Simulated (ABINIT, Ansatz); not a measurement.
**LiCl (Fm-3m): from Born charge to LO-TO splitting**

Wanted: the LO mode of LiCl (Fm-3m) from the TO mode and the field response.

Calculated with ABINIT 10.8.3; DFT LDA, scalar-relativistic, plane waves, PseudoDojo norm-conserving pseudopotentials.

The database entry behind the starting cell differs from later determinations by our own check (0.1 to 0.3 % short, probably kX units), so it need not match the best structure at ambient conditions.

## Step 1: The relaxed structure

It takes space group Fm-3m (No. 225, cubic). Conventional cell: a = 4.964 Å, b = 4.964 Å, c = 4.964 Å, α = 90.00°, β = 90.00°, γ = 90.00°. Nearest to Li lie 6 Cl at 2.48 Å. Nearest to Cl lie 6 Li at 2.48 Å. Farther neighbours and most contacts between anions are not listed.

As a file:

```xyz
2
Lattice="0.0000 2.4822 2.4822 2.4822 0.0000 2.4822 2.4822 2.4822 0.0000" Properties=species:S:1:pos:R:3 pbc="T T T"
Li    0.0000    0.0000    0.0000
Cl    2.4822    2.4822    2.4822
```

This is the cell after its relaxation at this level of theory, not the database cell from which that began.

## Step 2: What the response run gave

A linear-response run on the relaxed cell, with the response to an electric field; only its zone-centre results are used. Cutoff 33 Ha, k mesh 6×6×6 with shifts.

Numbers of over 12 decimals in the logs are rounded to 6 here.

Output:

```text
[banners, grids, parts of the stress and lines that vanish by symmetry left out]
- input  file    -> dfpt_gamma.abi
- output file    -> dfpt_gamma.abo
- root for input  files -> dfpt_gammai
[...]
DATASET    1 : space group Fm -3 m (#225); Bravais cF (face-center cubic)
[...]
nfft =       46656          nkpt =         432
[...]
DATASET    2 : space group Fm -3 m (#225); Bravais cF (face-center cubic)
[...]
nfft =       46656          nkpt =         432
[...]
== DATASET  1 ==================================================================
[...]
cutoff_energies: {ecut:  33.0, pawecutdg:  -1.0, }
[...]
- 17.00000   7.00000  180309                  znucl, zion, pspdat
[...]
Perturbation : derivative vs k along direction   1
[...]
-ETOT  1  -12.894046408831     -1.289E+01 9.203E-02 0.000E+00
 ETOT  2  -12.913134031266     -1.909E-02 2.491E-04 0.000E+00
 ETOT  3  -12.913184574668     -5.054E-05 6.721E-07 0.000E+00
 ETOT  4  -12.913184734712     -1.600E-07 2.137E-09 0.000E+00
 ETOT  5  -12.913184735263     -5.512E-10 8.098E-12 0.000E+00
[...]
At SCF step    9   max residual=  9.94E-21 < tolwfr=  1.00E-20 =>converged.
[...]
Perturbation : derivative vs k along direction   2
[...]
-ETOT  1  -12.894046408629     -1.289E+01 9.203E-02 0.000E+00
[...]
At SCF step    9   max residual=  9.94E-21 < tolwfr=  1.00E-20 =>converged.
[...]
Perturbation : derivative vs k along direction   3
[...]
-ETOT  1  -12.894046408428     -1.289E+01 9.203E-02 0.000E+00
[...]
At SCF step    9   max residual=  9.94E-21 < tolwfr=  1.00E-20 =>converged.
[...]
1        1       1.2663461757   -0.0000000000
     1        2       0.6331730878   -0.0000000000
     1        3       0.6331730878   -0.0000000000
     2        1       0.6331730878   -0.0000000000
     2        2       1.2663461757   -0.0000000000
     2        3       0.6331730878   -0.0000000000
     3        1       0.6331730878   -0.0000000000
     3        2       0.6331730878   -0.0000000000
     3        3       1.2663461757   -0.0000000000
[...]
== DATASET  2 ==================================================================
[...]
cutoff_energies: {ecut:  33.0, pawecutdg:  -1.0, }
[...]
Perturbation : displacement of atom   1   along direction   1
[...]
-ETOT  1  0.838128     -1.494E+03 1.730E+01 1.988E+02
[...]
At SCF step    8       vres2   =  4.66E-11 < tolvrs=  1.00E-10 =>converged.
[...]
Perturbation : displacement of atom   2   along direction   1
[...]
-ETOT  1  0.900667     -5.190E+02 1.489E+00 4.714E+02
[...]
At SCF step    9       vres2   =  5.53E-12 < tolvrs=  1.00E-10 =>converged.
[...]
Perturbation : homogeneous electric field along direction   1
[...]
-ETOT  1  -41.820090448123     -4.182E+01 8.461E-01 1.962E+04
[...]
ETOT  8  -48.341621793194     -4.236E-11 2.113E-13 1.187E-09
 ETOT  9  -48.341621793194     -7.105E-13 3.892E-15 6.478E-11
 At SCF step    9       vres2   =  6.48E-11 < tolvrs=  1.00E-10 =>converged.
[...]
Dielectric tensor, in cartesian coordinates,
[...]
1    4   1    4         3.1869606061        -0.0000000000
   1    4   2    4        -0.0000000000        -0.0000000000
   1    4   3    4        -0.0000000000        -0.0000000000
   2    4   1    4        -0.0000000000        -0.0000000000
   2    4   2    4         3.1869606061        -0.0000000000
   2    4   3    4        -0.0000000000        -0.0000000000
   3    4   1    4        -0.0000000000        -0.0000000000
   3    4   2    4        -0.0000000000        -0.0000000000
   3    4   3    4         3.1869606061        -0.0000000000
  Effective charges, in cartesian coordinates,
[...]
1    1   1    4         1.1664452551         0.0000000000
   2    1   1    4         0.0000000000         0.0000000000
   3    1   1    4        -0.0000000000         0.0000000000
   1    2   1    4        -1.1659183934         0.0000000000
   2    2   1    4         0.0000000000         0.0000000000
[...]
Effective charges, in cartesian coordinates,
[...]
2    4   1    2         0.0000000000         0.0000000000
   3    4   1    2         0.0000000000         0.0000000000
   1    4   2    2         0.0000000000         0.0000000000
   2    4   2    2        -1.1659183536         0.0000000000
   3    4   2    2         0.0000000000         0.0000000000
   1    4   3    2         0.0000000000         0.0000000000
   2    4   3    2         0.0000000000         0.0000000000
   3    4   3    2        -1.1659183536         0.0000000000
  Phonon wavevector (reduced coordinates) :  0.00000  0.00000  0.00000
 Phonon energies in Hartree :
[...]
Phonon frequencies in cm-1    :
-  5.791988E-01  5.791989E-01  5.791991E-01  2.286380E+02  2.286380E+02
-  2.286380E+02
  Phonon at Gamma, with non-analyticity in the
[...]
Phonon energies in Hartree :
[...]
Phonon frequencies in cm-1    :
-  5.791988E-01  5.791989E-01  5.800985E-01  2.286380E+02  2.286380E+02
-  4.130090E+02
  Phonon at Gamma, with non-analyticity in the
[...]
Phonon energies in Hartree :
[...]
Phonon frequencies in cm-1    :
-  5.791988E-01  5.791991E-01  5.800983E-01  2.286380E+02  2.286380E+02
-  4.130090E+02
  Phonon at Gamma, with non-analyticity in the
[...]
Phonon energies in Hartree :
[...]
Phonon frequencies in cm-1    :
-  5.791989E-01  5.791991E-01  5.800982E-01  2.286380E+02  2.286380E+02
-  4.130090E+02
[...]
fcart2     0.0000000000E+00  0.0000000000E+00  0.0000000000E+00
           strten2     0.0000000000E+00  0.0000000000E+00  0.0000000000E+00
================================================================================
```

```tsv
quantity	value
cell volume Ω (Å³)	30.588
mass of Li (u)	6.940
mass of Cl (u)	35.450
Born charge of Li, raw (e)	1.166
Born charge of Cl, raw (e)	-1.166
ε∞	3.187
ω(TO) after the sum rule (cm⁻¹)	228.6
```

## Step 3: The calculation

The charges must sum to zero over the cell; taking off their mean, 0.000 e, leaves Z* = 1.166 e on Li. In the polar mode Li moves against Cl, so the reduced mass is μ = 6.94 × 35.45 / 42.39 = 5.804 u.

A longitudinal wave builds up a field that adds to the restoring force: ω(LO)² = ω(TO)² + 4π Z*² / (μ Ω ε∞), in Hartree atomic units. With μ = 10580 electron masses and Ω = 206.42 bohr³ the second term is 2.4554e-06 Ha², or 118273 cm⁻² (1 Ha = 219474.6 cm⁻¹).

So ω(LO) = √(52276 + 118273) = 413.0 cm⁻¹, and by the Lyddane-Sachs-Teller relation ε₀ = ε∞ (ω(LO)/ω(TO))² = 10.40.

## Step 4: Check against the program

The analysis program adds the same non-analytic term to the full matrix.

Output:

```text
[banners, grids, parts of the stress and lines that vanish by symmetry left out]
-outvars_anaddb: echo values of input variables ----------------------

 Flags :
[...]
Dielectric Tensor and Effective Charges
[...]
Effective charge tensors after
[...]
Phonon wavevector (reduced coordinates) :  0.00000  0.00000  0.00000
 Phonon energies in Hartree :
[...]
Phonon energies in meV     :
-  0.000000E+00  0.000000E+00  0.000000E+00  2.834744E+01  2.834744E+01
-  2.834744E+01
 Phonon frequencies in cm-1    :
-  0.000000E+00  0.000000E+00  0.000000E+00  2.286375E+02  2.286375E+02
-  2.286375E+02
 Phonon frequencies in Thz     :
-  0.000000E+00  0.000000E+00  0.000000E+00  6.854381E+00  6.854381E+00
-  6.854381E+00
 Phonon energies in Kelvin  :
-  0.000000E+00  0.000000E+00  0.000000E+00  3.289584E+02  3.289584E+02
-  3.289584E+02
[...]
-  1  0.00000000E+00  0.00000000E+00 -3.59724699E-03
-     0.00000000E+00  0.00000000E+00  0.00000000E+00
-  2  0.00000000E+00  0.00000000E+00 -3.59723738E-03
-     0.00000000E+00  0.00000000E+00  0.00000000E+00
[...]
-  1  0.00000000E+00 -3.59724699E-03  0.00000000E+00
-     0.00000000E+00  0.00000000E+00  0.00000000E+00
-  2  0.00000000E+00 -3.59723738E-03  0.00000000E+00
-     0.00000000E+00  0.00000000E+00  0.00000000E+00
[...]
-  1  3.59724699E-03  0.00000000E+00  0.00000000E+00
-     0.00000000E+00  0.00000000E+00  0.00000000E+00
-  2  3.59723738E-03  0.00000000E+00  0.00000000E+00
-     0.00000000E+00  0.00000000E+00  0.00000000E+00
[...]
-  1  6.00879019E-07 -1.83202646E-07  8.12985374E-03
-     0.00000000E+00  0.00000000E+00  0.00000000E+00
-  2 -1.17641602E-07  0.00000000E+00 -1.59168316E-03
-     0.00000000E+00  0.00000000E+00  0.00000000E+00
[...]
-  1  1.56273172E-07 -8.12985376E-03 -1.83214197E-07
-     0.00000000E+00  0.00000000E+00  0.00000000E+00
-  2  0.00000000E+00  1.59168316E-03  0.00000000E+00
-     0.00000000E+00  0.00000000E+00  0.00000000E+00
[...]
-  1  8.12985374E-03  1.56286713E-07 -6.00875497E-07
-     0.00000000E+00  0.00000000E+00  0.00000000E+00
-  2 -1.59168316E-03  0.00000000E+00  1.17640912E-07
-     0.00000000E+00  0.00000000E+00  0.00000000E+00
[...]
-     1         -0.000000     0.000000    -0.000002     0.000002
-     2          0.000000    -0.000002    -0.000000     0.000002
-     3          0.000002     0.000000     0.000000     0.000002
-     4          0.000101    -0.000031     1.368518     1.368518
-     5          0.000026    -1.368518    -0.000031     1.368518
-     6          1.368518     0.000026    -0.000101     1.368518
[...]
-   1     Real    0.0000E+00  0.0000E+00  0.0000E+00  0.0000E+00  0.0000E+00  0.0000E+00  0.0000E+00
[...]
-  5.120116E+01
 Phonon frequencies in cm-1    :
-  0.000000E+00  0.000000E+00  0.000000E+00  2.286375E+02  2.286375E+02
-  4.129652E+02
 Phonon frequencies in Thz     :
-  0.000000E+00  0.000000E+00  0.000000E+00  6.854381E+00  6.854381E+00
-  1.238039E+01
 Phonon energies in Kelvin  :
-  0.000000E+00  0.000000E+00  0.000000E+00  3.289584E+02  3.289584E+02
-  5.941648E+02
[...]
-  1  0.00000000E+00  0.00000000E+00 -3.59724699E-03
-     0.00000000E+00  0.00000000E+00  0.00000000E+00
-  2  0.00000000E+00  0.00000000E+00 -3.59723738E-03
-     0.00000000E+00  0.00000000E+00  0.00000000E+00
[...]
Phonon at Gamma, with non-analyticity in the
[...]
Phonon energies in Hartree :
[...]
Phonon energies in meV     :
-  0.000000E+00  0.000000E+00  0.000000E+00  2.834744E+01  2.834744E+01
-  5.120116E+01
 Phonon frequencies in cm-1    :
-  0.000000E+00  0.000000E+00  0.000000E+00  2.286375E+02  2.286375E+02
-  4.129652E+02
 Phonon frequencies in Thz     :
-  0.000000E+00  0.000000E+00  0.000000E+00  6.854381E+00  6.854381E+00
-  1.238039E+01
 Phonon energies in Kelvin  :
-  0.000000E+00  0.000000E+00  0.000000E+00  3.289584E+02  3.289584E+02
-  5.941648E+02
[...]
Phonon at Gamma, with non-analyticity in the
[...]
Phonon energies in Hartree :
[...]
Phonon energies in meV     :
-  0.000000E+00  0.000000E+00  0.000000E+00  2.834744E+01  2.834744E+01
-  5.120116E+01
 Phonon frequencies in cm-1    :
-  0.000000E+00  0.000000E+00  0.000000E+00  2.286375E+02  2.286375E+02
-  4.129652E+02
 Phonon frequencies in Thz     :
-  0.000000E+00  0.000000E+00  0.000000E+00  6.854381E+00  6.854381E+00
-  1.238039E+01
 Phonon energies in Kelvin  :
-  0.000000E+00  0.000000E+00  0.000000E+00  3.289584E+02  3.289584E+02
-  5.941648E+02
[...]
-  1  1.80023450E-04 -3.56457861E-03 -4.48933927E-04
-     0.00000000E+00  0.00000000E+00  0.00000000E+00
-  2  1.80020601E-04 -3.56457145E-03 -4.48935095E-04
-     0.00000000E+00  0.00000000E+00  0.00000000E+00
[...]
-  1  3.59123806E-03  1.65548048E-04  1.25592334E-04
-     0.00000000E+00  0.00000000E+00  0.00000000E+00
-  2  3.59123086E-03  1.65550004E-04  1.25594396E-04
-     0.00000000E+00  0.00000000E+00  0.00000000E+00
[...]
-  1  1.10926595E-03  5.11320682E-03 -6.22247276E-03
-     0.00000000E+00  0.00000000E+00  0.00000000E+00
-  2 -2.17174870E-04 -1.00107646E-03  1.21825133E-03
-     0.00000000E+00  0.00000000E+00  0.00000000E+00
[...]
-  1  6.54465766E-03 -4.23298132E-03 -2.31167634E-03
-     0.00000000E+00  0.00000000E+00  0.00000000E+00
-  2 -1.28132949E-03  8.28743702E-04  4.52585793E-04
-     0.00000000E+00  0.00000000E+00  0.00000000E+00
[...]
Direction                     Dielectric constant
[...]
0.00000   0.00000   1.00000     10.39701396
   1.00000   1.00000   1.00000     10.39701396
-
```

```tsv
quantity	by hand	program
ω(LO) (cm⁻¹)	413.0	413.0
ε₀	10.40	10.40
```

## Step 5: What came out

```yaml
to_mode: 228.6 cm⁻¹
lo_mode: 413.0 cm⁻¹
static_dielectric_constant: 10.40
```

**Reading.** The LO mode of LiCl (Fm-3m) lies at 413 cm⁻¹, 184 cm⁻¹ above the TO mode; the formula meets the program within 0.1 cm⁻¹, as it must for a cubic crystal with one polar mode. ω(LO)² − ω(TO)² goes with Z*²/ε∞: an error of 5 % in ε∞ would move the LO mode by 6.9 cm⁻¹, and semilocal functionals tend to overestimate ε∞. These are harmonic values at zero temperature, at the volume of this functional, for the structure held cubic; stability elsewhere in the zone is no part of this calculation.

[Host names and launcher messages were left out of these logs when they were recorded.]

[Logs are printed without paths, hosts, clocks, repeated set-up lines and the standing remarks that a program may print on its own settings, such as how far it seeks lower states.]

[Hosts, paths, dates, database ids (printed as entryN), source tags and the programs' standing remarks are cut or masked in the printed files.]
